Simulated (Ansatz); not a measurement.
# C: opening a crack plane

C, R-3m, a = 2.511 Å, c = 31.008 Å. Ansatz: r2SCAN, PAW, 500 eV, Γ-centred 10×10×3 mesh on 10 atoms, Gaussian smearing 0.05 eV; no spin polarisation. One cut on (001) per cell of 10 atoms is opened rigidly by x, between planes of C and C that stand 1.54 Å apart; y is the energy per area (5.462 Å², 1 eV/Å² = 16.02 J/m²).

| x (Å) | y (J/m²) |
| --- | --- |
| 0.00 | 0.000 |
| 0.25 | 1.481 |
| 0.50 | ? |
| 0.75 | 6.731 |
| 1.00 | 8.996 |
| 1.50 | 12.305 |
| 2.00 | 14.241 |
| 3.00 | 15.654 |
| 6.00 | 15.850 |

Task: Fit the universal binding curve y = W[1 − (1 + x/l) e^(−x/l)] to the other rows, give the peak stress, and predict the missing value.

Result: Least squares gives W = 15.9 J/m² and l = 0.524 Å. The stress dy/dx peaks at x = l with W/(e l) = 111.6 GPa, for rigid faces. At x = 0.50: x/l = 0.954, y = 3.934 J/m². The run gave 4.118 J/m², so the fit is 0.184 J/m² too low, a small miss on the scale of the series.

Cost: 11 runs of about 5.8 core-minutes in all, on Intel Xeon Platinum 8375C (Ice Lake) (shared hosts).